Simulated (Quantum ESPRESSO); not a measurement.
**Ta2N in Quantum ESPRESSO: the effect of target pressure**

Ta2N:

```
CELL_PARAMETERS angstrom
3.11286 0.00000 0.00000
-1.55643 2.69582 0.00000
0.00000 0.00000 4.86984
ATOMIC_POSITIONS crystal
Ta 0.33333 0.66667 0.25471
Ta 0.66667 0.33333 0.74529
N 0.00000 0.00000 0.00000
```

The cell comes from a database or a generator and needn't be the stable form of this composition.

Alike in all runs:

* Program: Quantum ESPRESSO 7.5
* Task: phonons
* Functional: LDA
* Potentials or basis: GBRV 1.5 LDA
* Cutoff: 762 eV
* Density cutoff: 6095 eV
* k mesh: 8 × 8 × 5
* Occupations: cold, width 0.2 eV
* Spin: no spin polarisation

Each run relaxes the cell or the atoms first.

| target pressure | relaxed volume (Å³/atom) | highest phonon frequency (cm⁻¹) |
| --- | --- | --- |
| 0 GPa | 12.99 | 571 |
| 5 GPa | ? | ? |
| 10 GPa | 12.58 | 605 |
| 20 GPa | 12.24 | 634 |
| 40 GPa | 11.67 | 682 |

Question: What does the run with target pressure 5 GPa give?

Answer: Relaxed volume 12.77 Å³/atom; highest phonon frequency 588 cm⁻¹.

Worked out: In Murnaghan's law V^(-B') rises as a straight line in P. The other rows fit best with B' = 4.3, V0 = 12.99 Å³/atom and B0 = 294 GPa, which gives 12.78 Å³/atom at 5 GPa, against the run's 12.77. A parabola through the other rows of the highest phonon frequency, of slope 3.35 cm⁻¹ per GPa there, gives 588 cm⁻¹, against the run's 588.

Caveats: the mesh is thin for the phonons of a metal; the cell is more than 3 GPa from zero pressure, which shifts response properties (some runs).
